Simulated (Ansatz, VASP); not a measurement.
**Two plane-wave programs on AgBr**

The input INCAR:

```
SYSTEM = AgBr
  PREC = Accurate
  ENCUT = 520
  EDIFF = 1E-6
  ISMEAR = 0
  SIGMA = 0.1
  LREAL = .FALSE.
  LASPH = .TRUE.
  NELM = 80
  ALGO = Normal
  ISIF = 2
  LWAVE = .FALSE.
  LCHARG = .FALSE.
  GGA = PE
  NBANDS = 16
```

Contents of KPOINTS:

```
Automatic mesh
0
G
  6 6 6
  0 0 0
```

POSCAR

```
AgBr
1.0
    0.0000000000      2.8921694800      2.8921694800
    2.8921694800      0.0000000000      2.8921694800
    2.8921694800      2.8921694800      0.0000000000
Ag Br
1 1
Direct
    0.0000000000      0.0000000000      0.0000000000
    0.5000000000      0.5000000000      0.5000000000
```

Input for Ansatz:

```yaml
crystal:
  lattice:
    - [0.0, 2.89216948, 2.89216948]
    - [2.89216948, 0.0, 2.89216948]
    - [2.89216948, 2.89216948, 0.0]
  atoms:
    - { symbol: Ag, position: [0.0, 0.0, 0.0] }
    - { symbol: Br, position: [0.5, 0.5, 0.5] }
basis:
  ecutwfc: 420
kpoints:
  mp_grid: { grid: [6, 6, 6] }
hamiltonian:
  xc: pbe
scf:
  occupations: { method: gaussian, width: 0.1 }
  lower_state_search: "off"
output:
  forces: true
  stress: true
  eigenvalues: true
```

Alike in both runs: task single point; functional PBE; k mesh 6 × 6 × 6; occupations gaussian, width 0.1 eV; no spin polarisation.

|  | VASP | Ansatz |
| --- | --- | --- |
| version | VASP 6.6.1 | Ansatz 0.2.0 |
| potentials or method | VASP PAW PBE potentials, release 64 (Ag, Br) | scalar-relativistic, plane waves, PAW |
| plane-wave cutoff (eV) | 520 | 420 |
| valence electrons in the cell | 18 | 26 |

```csv
,VASP,Ansatz,Ansatz less VASP
gap on the k mesh at the Fermi level (eV),0.68,0.68,+0.001
least direct gap on the mesh (eV),2.53,2.53,+0.001
pressure (GPa),1.2,1.2,+0.05
```

The two sets of potentials don't hold the same shells in valence.

A k mesh can miss the band edges. A hybrid or GW would open this gap; PBE tends to underestimate it.
